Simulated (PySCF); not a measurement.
**Reproducing measurements on diethyl ether**

**The experiment to reproduce.**

NIST CCCBDB Release 22 (SRD 101), experimental polarizabilities lists, for the gas: mean polarisability 8.73 Å³.

The runs below try to reproduce these values; the comparison stands at the end.

Compound: diethyl ether, C4H10O.
SMILES with atom numbers: `[CH3:1][CH2:2][O:3][CH2:4][CH3:5]` (hydrogens: H6, H7, H8 on C1; H9, H10 on C2; H11, H12 on C4; H13, H14, H15 on C5)

Structure used (GFN2-xTB), in Å, numbered top down from 1:
```xyz
15
C4H10O angstrom
C     -2.3516   -0.5672   -0.0870
C     -1.1969    0.4069    0.0799
O      0.0133   -0.2991   -0.0553
C      1.1529    0.5156    0.0820
C      2.3937   -0.3476   -0.0797
H     -3.2985   -0.0440    0.0131
H     -2.2890   -1.3451    0.6687
H     -2.3007   -1.0340   -1.0666
H     -1.2410    0.8891    1.0711
H     -1.2528    1.2032   -0.6813
H      1.1376    1.3129   -0.6802
H      1.1494    1.0013    1.0724
H      2.4016   -1.1271    0.6769
H      3.2875    0.2617    0.0227
H      2.3899   -0.8186   -1.0586
```

The PySCF runs (gas phase, on this GFN2-xTB geometry; no spin–orbit coupling):

```csv
level,job,basis functions,wall time
CAM-B3LYP/def2-SVPD,"8 singlets by full TDDFT, 3 Tamm–Dancoff triplets, polarisability",183,20 s
```

Hardware: one thread of an Arm Neoverse V2, no GPU, shared host.

## Comparison

**Mean polarisability.** Measured: 8.73 Å³ (NIST CCCBDB Release 22 (SRD 101), experimental polarizabilities).

```
              level  computed (Å³)  computed − measured (Å³)  % (from the printed values)
CAM-B3LYP/def2-SVPD           8.46                     -0.27                           -3
```

The computed values are static and purely electronic, with core orbitals frozen in the response (1 au = 0.148185 Å³). The table of measured values doesn't say here whether a value is static or optical, or holds a vibrational part. The measurement averages over conformers, the calculation has one.

The geometry is computed, not the measured one. Where a level misses, the cause wasn't examined.
